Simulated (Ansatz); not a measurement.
# Ga (C2/c) in Ansatz: notebook

Runs on Ga. Level: PBE. Tasks: single point.

All numbers are computed with Ansatz 0.2.0; they aren't measurements. Logs are shortened: lines on timing, memory, paths and dates and some standing lists are left out, and cuts for length are marked.

## Step 1: The cell of the first run

Symmetry: C2/c, No. 15, monoclinic system. The conventional cell has a = 2.766 Å, b = 8.053 Å, c = 3.399 Å, α = 90.00°, β = 91.98°, γ = 90.00°. Ga (site symmetry 2) has 8 Ga at 2.71 to 2.94 Å as nearest neighbours.

This isn't the form of Ga at room conditions, which is orthorhombic.

## Step 2: Single point, PBE (strained by +2 %)

input.yaml

```yaml
crystal:
  lattice:
    - [1.383, -4.0265, 0.0]
    - [1.383, 4.0265, 0.0]
    - [-0.1174474948, 0.0, 3.3965280304]
  atoms:
    - { symbol: Ga, position: [0.131, 0.869, 0.75] }
    - { symbol: Ga, position: [0.869, 0.131, 0.25] }
hamiltonian:
  xc: pbe
  pseudopotentials: { kind: paw }
kpoints:
  mp_grid: { grid: [10, 10, 8] }
scf:
  occupations: { method: fermi_dirac, width: 0.05 }
output:
  forces: true
  stress: true
  eigenvalues: true
```

Potentials or basis: Ansatz PAW.

Run with:

```console
> ansatz run input.yaml --threads 2 --pin off --max-ram 5632MiB --backend cpu --events-out ev --progress --plain --runs-dir out
```

The program printed:

```text
Warning: RAYON_NUM_THREADS=2 ignored (pool sized by the plan → 2); use --threads N
Engine: ansatz 0.2.0, x86_64-unknown-linux-gnu
Pseudopotentials: kind: paw
Pseudopotential: Ga, paw, valence charge 13, recommended cutoff 420 eV (normal), Ga.paw.azcp
Functional definition: PBE
  parameter kappa = 0.804
  parameter beta = 0.06672455060314922
  exchange = pbe_x(kappa = kappa, mu = beta*pi^2/3)
  correlation = pbe_c(beta = beta)
Crystal: 2 atoms, lattice volume = 37.828 Å³
Basis set: ecut = 420 eV, 741 PW (Γ), exchange–correlation on 60×60×48 points (8 copies of the dense FFT grid, shifted against one another)
Bands: 17, of which v1, the nominal top of the filled ones, is band 13 counted from 1 (12 counted from 0)
Symmetry: 4 space group operations
Space group: C2/c (ITA 15), of the structure as read, at distance tolerance 3.4e-5 Å
k-points: 227 of 800
Non-local potential: Ga, projectors of the file, l = 0: 2, l = 1: 2, l = 2: 3, l = 3: 1
PAW form: soft (Blöchl's): semilocal exchange-correlation on the pseudo side does not see the compensation charge
PAW one-centre angular grid: Ga, 590 points (default); XC on 64 Gauss nodes
Initial density: superposition of atomic densities (neutral atoms: chi_scale 0, normalization atom), corrected by the library's trained network
Initial wavefunctions: pseudopotential atomic-orbital guess
Functional: x = pbe(κ = 0.804, μ = 0.2195149727645171), c = pbe(β = 0.06672455060314922)
SCF iter   1: F=—  HF=-7565.998530 eV  |F-HF|=—  |Δ(HF+E_count)|=         —  Δρ=1.24e-3  dr2=6.53e-4  ethr=1.77e-3  ⟨swp⟩=5.6  Hψ=18381  notcnv=0
preconditioner: auto → Kerker (q_TF=auto, 2.563 Å⁻¹)  [metal: Δε(μ)=0.054 eV  Ē_g=17.143 eV  σ=0.050 eV  W_gap=0.26  n_scr=12 (ndim 8)  ℏωp=30.8 eV  f_vac=0.000  D(μ)=0.73/eV (n_scr^D=4)]
SCF iter   2: F=—  HF=-7565.998073 eV  |F-HF|=—  |Δ(HF+E_count)|=   4.57e-4  Δρ=7.73e-4  dr2=3.31e-4  ethr=2.51e-6  ⟨swp⟩=2.0  Hψ=7966  notcnv=0
SCF iter   3: F=—  HF=-7565.998053 eV  |F-HF|=—  |Δ(HF+E_count)|=   2.01e-5  Δρ=4.66e-4  dr2=1.38e-4  ethr=1.27e-6  ⟨swp⟩=2.0  Hψ=6104  notcnv=0
SCF iter   4: F=—  HF=-7565.998059 eV  |F-HF|=—  |Δ(HF+E_count)|=   6.12e-6  Δρ=2.08e-4  dr2=9.64e-6  ethr=5.29e-7  ⟨swp⟩=2.2  Hψ=4935  notcnv=0
SCF iter   5: F=—  HF=-7565.998040 eV  |F-HF|=—  |Δ(HF+E_count)|=   1.89e-5  Δρ=5.68e-5  dr2=6.99e-7  ethr=3.71e-8  ⟨swp⟩=2.0  Hψ=6750  notcnv=0
SCF iter   6: F=—  HF=-7565.998040 eV  |F-HF|=—  |Δ(HF+E_count)|=   2.50e-7  Δρ=1.76e-5  dr2=6.62e-8  ethr=3.85e-10  ⟨swp⟩=3.1  Hψ=15955  notcnv=0
SCF iter   7: F=-7565.998040 eV  HF=-7565.998040 eV  |F-HF|=9.73e-11  |Δ(HF+E_count)|=   5.18e-8  Δρ=2.23e-6  dr2=1.92e-9  ethr=2.55e-10  ⟨swp⟩=4.1  Hψ=13712  notcnv=0
SCF 1 converged in 7 iterations: F = -7565.998040 eV  dr2 = 1.92e-9
SCF converged after 7 iterations
Free energy (F): -7565.998040 eV
Harris-Foulkes:  -7565.998040 eV  (|F-HF|=9.73e-11)
Internal energy: -7565.991924 eV  (E = F + TS)
E sigma→0 (E₀):  -7565.994982 eV
Entropy (-TS):   -0.006116 eV (-3.058 meV/atom)
Fermi energy:    9.608126 eV
--- Per-component energies (eV) ---
  E_band       = -74.121070
  E_kinetic    = 229.723041
  E_local      = -3615.960978  (includes V_loc(G=0)·N_el)
  E_nonlocal   = 844.777025
  E_hartree    = 1698.101386
  E_xc         = -138.735868
  E_vxc        = -116.332428  (∫ρ·V_xc dr)
  E_paw        = -3971.791423  (= ΣΔE_a)
  E_vpaw       = -812.530068  (= ΣTr[D̂ρ^β])
  E_aug_tail   = -0.000231  (compensation charges beyond the density's cutoff)
  E_ewald      = -2612.104876
  E_smearing   = -0.006116  (= −TS)
  E_closure    = 0.000000  (closes the sum)
  Σ components = -7565.998040   (vs F -7565.998040, Δ=0.00e0)
--- Forces (eV/Å), atoms counted from 1 ---
  atom   1  Ga     0.00000000    -0.16884733     0.00000000
  atom   2  Ga     0.00000000     0.16884733     0.00000000
  max |Σ_I F_I| component: 2.78e-17 eV/Å
--- Stress (GPa, compression-positive) ---
        1.078870       0.000000       0.438483
        0.000000       0.963063       0.000000
        0.438483       0.000000      -0.276017
  P = ⅓ Tr σ = 0.5886 GPa (5.886 kbar)
--- Band table (eV; the first three rows and the last of 227) ---
  k-point 0: bands = ["-5.4928", "-5.4779", "-5.4519", "-5.4258", "-5.1565", "-5.1534", "-5.1274", "-5.1254", "-5.1092", "-4.9835", "-1.4516", "7.6941", "7.9898", "10.9375", "14.7610", "19.4403", "19.4901"]
  k-point 1: bands = ["-5.5023", "-5.4543", "-5.4518", "-5.4037", "-5.1833", "-5.1799", "-5.1146", "-5.1024", "-5.1010", "-5.0069", "-1.2458", "7.4769", "7.9346", "10.0763", "16.6806", "18.0618", "18.1247"]
  k-point 2: bands = ["-5.5065", "-5.4541", "-5.4016", "-5.3512", "-5.2163", "-5.2127", "-5.1359", "-5.0768", "-5.0733", "-5.0637", "-0.6263", "5.6981", "8.6448", "10.0094", "15.5849", "15.8131", "20.0769"]
  k-point 226: bands = ["-5.4483", "-5.4483", "-5.3577", "-5.3577", "-5.1710", "-5.1710", "-5.1541", "-5.1541", "-5.1235", "-5.1235", "3.5694", "3.5694", "5.3098", "5.3098", "20.4725", "20.4725", "21.3990"]
```

It took 2.2 s on 2 threads of Intel Xeon 6975P-C (Granite Rapids), shared host; peak memory 0.44 GiB.

Results:

| Property | Result |
| --- | --- |
| Free energy | -7565.9980 eV |
| Pressure | 0.6 GPa |
| Largest force | 0.169 eV/Å |
| Band gap on the k mesh | none (metal or under the smearing width) |

Forces in eV/Å, atoms in the order of the input:
```
Ga   0.000 -0.169  0.000
Ga   0.000  0.169  0.000
```

Stress tensor (GPa, compression positive):
```
 1.08  0.00  0.44
 0.00  0.96  0.00
 0.44  0.00 -0.28
```

Levels at points of the mesh, in eV from the Fermi level:
```csv
k point,band 11,band 12,band 13,band 14,band 15,band 16
"(0.00, 0.00, 0.00)",-11.06,-1.91,-1.62,1.33,5.15,9.83
"(0.00, 0.00, -0.50)",-7.76,-7.76,1.72,1.72,2.49,2.49
"(0.00, -0.50, 0.00)",-5.89,-4.87,-1.19,0.11,5.51,6.45
"(0.00, -0.50, -0.50)",-2.84,-2.83,-1.63,-1.52,1.81,2.33
"(-0.50, -0.50, 0.00)",-8.94,-8.44,3.69,4.26,5.42,5.67
"(-0.50, -0.50, -0.50)",-6.04,-6.04,-4.30,-4.30,10.86,10.86
```

## Step 3: Single point, PBE (strained by +4 %)

Edit input.yaml of step 2 so:

```diff
@@ -4,3 +4,3 @@
     - [1.383, 4.0265, 0.0]
-    - [-0.1174474948, 0.0, 3.3965280304]
+    - [-0.1174474948, 0.0, 3.4631266193]
   atoms:
```

Potentials or basis: Ansatz PAW.

Run with:

```console
> ansatz run input.yaml --threads 2 --pin off --max-ram 5632MiB --backend cpu --events-out ev --progress --plain --runs-dir out
```

It took 2.3 s on 2 threads of Intel Xeon 6975P-C (Granite Rapids), shared host; peak memory 0.44 GiB.

The run converged. Its results:

| Property | Result |
| --- | --- |
| Free energy | -7565.9951 eV |
| Pressure | -0.3 GPa |
| Largest force | 0.141 eV/Å |
| Band gap on the k mesh | none (metal or under the smearing width) |

Forces in eV/Å, atoms in the order of the input:
```
Ga   0.000 -0.141  0.000
Ga   0.000  0.141  0.000
```

Stress tensor (GPa, compression positive):
```
-0.03  0.00  0.45
 0.00  0.07  0.00
 0.45  0.00 -1.01
```

Levels at points of the mesh, in eV from the Fermi level:
```csv
k point,band 10,band 11,band 12,band 13,band 14,band 15,band 16,band 17
"(0.00, 0.00, 0.00)",-14.57,-10.90,-1.74,-1.63,1.06,4.92,9.59,9.97
"(0.00, 0.00, -0.50)",-14.63,-7.74,-7.74,1.74,1.74,2.54,2.54,11.67
"(0.00, -0.50, 0.00)",-14.58,-5.73,-4.72,-1.05,0.20,5.27,6.30,7.85
"(0.00, -0.50, -0.50)",-14.58,-2.82,-2.78,-1.61,-1.53,1.87,2.36,4.40
"(-0.50, -0.50, 0.00)",-14.63,-8.78,-8.29,3.41,3.97,5.05,5.32,7.87
"(-0.50, -0.50, -0.50)",-14.70,-6.06,-6.06,-4.20,-4.20,10.89,10.89,11.77
```
